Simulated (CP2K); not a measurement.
The system is HgTe (Coloradoite).

```
CELL_PARAMETERS angstrom
4.54599 0.00000 0.00000
2.27299 3.93694 0.00000
2.27299 1.31231 3.71178
ATOMIC_POSITIONS crystal
Hg 0.00000 0.00000 0.00000
Te 0.75000 0.75000 0.75000
```

Program: CP2K 2026.2. Alike in all runs: task band structure; no spin polarisation; cell as given; k mesh 7 × 7 × 7.

Task: Order these runs on this cell by their pressure, lowest first.
A. level PBE; potentials or basis POTENTIAL_UZH Hg GTH-PBE-q12, Te GTH-PBE-q6; TZVP-MOLOPT-PBE-GTH basis; smearing fermi-dirac 0.0259 eV; EPS_DEFAULT 1.0E-10; NGRIDS 5; points a segment of the path (NPOINTS) 8
B. level PBEsol; potentials or basis POTENTIAL_UZH Hg GTH-PBE-q12, Te GTH-PBE-q6; TZVP-MOLOPT-PBE-GTH basis; smearing fermi-dirac 0.05 eV; EPS_DEFAULT 1.0E-9; NGRIDS 4; points a segment of the path (NPOINTS) 6
C. level LDA; potentials or basis GTH_POTENTIALS Hg GTH-PADE-q12, Te GTH-PADE-q6; TZVP-MOLOPT-PBE-GTH basis; smearing fermi-dirac 0.0259 eV; EPS_DEFAULT 1.0E-9; NGRIDS 5; points a segment of the path (NPOINTS) 6

Result: C (0.9 GPa), B (3.4 GPa), A (5.5 GPa).

Caveats: the basis of atomic orbitals isn't converged, which shifts pressures, moduli and gaps; the potentials were made for another functional, which shifts forces and pressure (some runs).
